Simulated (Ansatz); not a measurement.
# Relaxation of MnAs, part 2 of 2

The start is MnAs, a database structure at a slightly changed volume. Where does it settle when we relax cell and atoms, and what is it like there?

Ansatz 0.2.0; DFT, PBE, collinear spin, plane waves, PAW. Relaxing cell and atoms. The steps go on from the part before.

## 4. Density of states

Counts of states in windows (eV from the Fermi level; tetrahedra), total and projected:

```csv
from,to,total,up,down,As p,Mn d
-4.5,-4.0,2.40,1.46,0.94,1.40,0.80
-4.0,-3.5,3.10,1.96,1.15,1.58,1.34
-3.5,-3.0,4.04,2.60,1.43,1.76,2.08
-3.0,-2.5,3.95,1.91,2.04,1.63,2.14
-2.5,-2.0,4.17,2.45,1.72,0.95,3.04
-2.0,-1.5,3.56,2.50,1.06,0.50,2.93
-1.5,-1.0,4.39,3.24,1.16,0.26,3.98
-1.0,-0.5,4.54,2.65,1.90,0.32,4.00
-0.5,0.0,2.23,0.78,1.45,0.23,1.87
0.0,0.5,2.88,0.83,2.04,0.23,2.47
0.5,1.0,4.48,1.40,3.09,0.49,3.71
1.0,1.5,3.67,1.47,2.19,0.74,2.65
1.5,2.0,2.36,0.74,1.62,0.64,1.47
2.0,2.5,2.83,1.09,1.73,1.04,1.48
2.5,3.0,2.10,1.07,1.03,1.01,0.87
3.0,3.5,3.01,1.34,1.67,1.57,1.13
```

## 5. Charges and moments

Gathered by element (positive charge: electrons given up): Löwdin charges also hold the electrons that the projection spills.

```csv
element,atoms,Bader charge (e),Bader volume (Å³),Löwdin charge (e),"Bader moment, size (μB)"
Mn,4,+0.52,10.9,+0.44,1.91
As,4,-0.52,17.5,-0.24,0.16
```

Löwdin charges rest on a small set of atomic orbitals that misses 0.6 % of the electrons, so they need not add up to the cell's charge and can differ from Bader's even in sign.

The main site moments: Mn1 up, Mn2 up, Mn3 up, Mn4 up.

## 6. Maps of the fields

Maps in the plane spanned by a and c at height 0.250 along b (axes of the input's cell), one cell: a runs left to right (17 points from zero), c bottom to top (18 points), 90° apart. These are the smooth PAW fields, not the true ones near the nuclei.

Valence density. Ten steps from '0' (0.06 e/Å³) to '9' (27.50 e/Å³), finer at the low end (step k begins (100^(k/10) - 1)/99 of the way up):
```
00000000025897321
00000000125897311
00000000013564210
00111000011222100
11222110001110000
12466311000000000
13799521000000000
13799521000000000
12466321110000000
11222222232100000
11111124675210001
22111126997311112
65311126997311125
98511114664111148
98511111221111148
76310000111111135
32100000012222222
10000000013565211
```

Spin density, at every second point. Values in e/Å³, 9 rows by 9 columns:
```
-0.01 -0.01 -0.01  0.00 -0.01 -0.02  0.02 -0.03 -0.01
-0.01 -0.01 -0.02 -0.01 -0.01 -0.02 -0.03 -0.02 -0.01
-0.01 -0.03 -0.02 -0.02 -0.01 -0.01 -0.01 -0.01 -0.01
-0.02 -0.01  0.01 -0.02 -0.01  0.00  0.00  0.00 -0.01
 0.00 -0.03 -0.03  0.03  0.15  0.13  0.01 -0.01  0.00
 0.15  0.04 -0.01  0.10  2.77  0.98  0.02  0.00  0.12
 3.11  0.29  0.00  0.07  0.83  0.31  0.00  0.04  1.70
 1.08  0.28  0.00  0.00  0.03  0.01 -0.02  0.03  0.58
 0.02  0.02  0.00  0.00 -0.01 -0.03 -0.02 -0.02  0.01
```

Atoms within 0.2 Å of the plane, in fractions of a and c: Mn at (0.00, 0.19), Mn at (0.50, 0.31), As at (0.20, 0.58), As at (0.70, 0.92).

Along short contacts, where the density is least:

```csv
contact,length (Å),minimum at (fraction),density (e/Å³),ELF
Mn1–As7,2.358,0.47,0.494,0.34
```

## 7. Summary of results

The summary covers parts 1 to 2.

| quantity | value |
| --- | --- |
| moves | 5 |
| energy gained | 24.3 meV/atom |
| largest move | 0.09 Å (Mn) |
| space group (0.01 Å), before / after | Pnma / Pnma |
| cell | a = 5.510 Å, b = 3.436 Å, c = 6.007 Å, α = 90.00°, β = 90.00°, γ = 90.00° |
| volume | 14.22 Å³/atom (-2.2 %) |
| pressure at the end | -0.02 GPa |
| formation energy (elements from separate runs) | -0.25 eV/atom |
| character | metal |
| density of states, mean within 0.25 eV of the Fermi level | 4.1 per eV per cell |
| Bader charges | Mn +0.52, As -0.52 e |
| net moment | 7.01 μB per cell |
| largest moment | 1.91 μB on Mn (Bader basin) |

**Reading.** The volume shrank by 2.2 %, and the largest move of an atom is 0.09 Å apart from the change of the cell; the energy fell by 24.3 meV per atom. The run held to 8 symmetry operations, so a lower structure without them is not ruled out. The cell is metallic; within 0.25 eV of the Fermi level the density of states averages 4.1 per eV per cell, mostly Mn d (85 %). By Bader's partition Mn gives up most (+0.52 e) and As takes most (-0.52 e). The moments, up to 1.91 μB on Mn, are parallel: the net moment is 7.01 μB per cell against 8.46 μB of absolute spin density.

Limits of this run: one start, so the state may not be the lowest; the k mesh is coarse for a cell without a gap.
